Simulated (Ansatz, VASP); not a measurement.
**Ti3Si: VASP beside Ansatz**

```
Ti Si
1.0
     0.00000   -3.10495    3.10495
     3.10495   -3.10495    0.00000
     3.10495    0.00000    3.10495
Ti Si
3 1
Direct
  0.00000 0.00000 0.00000
  0.25000 0.25000 0.25000
  0.50000 0.50000 0.50000
  0.75000 0.75000 0.75000
```

Alike in both runs: functional PBEsol; k mesh 12 × 12 × 12; occupations gaussian, width 0.1 eV; no spin polarisation.

Ansatz relaxed the structure, and its values are those at the end. VASP's run is a single point on that final structure, the one shown.

```csv
,VASP,Ansatz
version,VASP 6.6.1,Ansatz 0.2.0
potentials or method,"VASP PAW PBE potentials, release 64 (Ti_sv, Si)","scalar-relativistic, plane waves, PAW"
plane-wave cutoff (eV),520,420
valence electrons in the cell,40,40
```

|  | VASP | Ansatz | Ansatz less VASP |
| --- | --- | --- | --- |
| gap on the k mesh at the Fermi level (eV) | none | none | - |
| pressure (GPa) | -0.1 | 0.0 | +0.11 |

A gap of «none» marks a metal or a gap that the smearing closes.

Caveats: the PAW data sets were made with another functional, which shifts forces and pressure a little (VASP).
